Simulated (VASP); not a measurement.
Set up this calculation in VASP 6.6.1, as the native input.

- Task: single point
- Functional: PBEsol
- Potentials or basis: VASP PAW PBE potentials, release 64 (Ba_sv, Te)
- Cutoff: 520 eV
- k mesh: 8 × 8 × 8
- Occupations: gaussian, width 0.01 eV
- Spin: no spin polarisation
- Dipole correction: no
- Further INCAR settings: ALGO = Normal; EDIFF = 1e-06; NBANDS = 15

The structure of BaTe lies in POSCAR:

```
BaTe
1.0
    0.0000000000      3.4706914218      3.4706914218
    3.4706914218      0.0000000000      3.4706914218
    3.4706914218      3.4706914218      0.0000000000
Ba Te
1 1
Direct
    0.0000000000      0.0000000000      0.0000000000
    0.5000000000      0.5000000000      0.5000000000
```

The cell isn't the ideal one: cell and atoms relaxed tightly for response.

These files were run (other wordings do the same):

INCAR

```
PREC = Accurate
ENCUT = 520
EDIFF = 1E-6
ISMEAR = 0
SIGMA = 0.01
LREAL = False
LASPH = True
NELM = 100
ALGO = Normal
ISIF = 2
LWAVE = False
LCHARG = False
GGA = PS
NBANDS = 15
```

KPOINTS

```
Automatic mesh
0
Gamma
  8 8 8
```

Potentials or basis: VASP PAW PBE potentials, release 64 (Ba_sv, Te).

Run with:

```bash
$ cat potpaw_PBE.64/Ba_sv/POTCAR potpaw_PBE.64/Te/POTCAR > POTCAR
$ mpirun -np 1 vasp_std > vasp.out
```

Results of the run:

| Property | Result |
| --- | --- |
| Pressure | 0.4 GPa |
| Band gap on the k mesh | 1.37 eV, indirect (least direct gap 1.76 eV) |

Caveat: the PAW data sets were made with another functional, which shifts forces and pressure a little; spin-orbit coupling is left out, which moves the levels of the heavy elements.

Wall time 16 s on 1 thread of Intel(R) Xeon(R) 6975P-C (Granite Rapids) (shared host), peak memory 0.25 GiB.
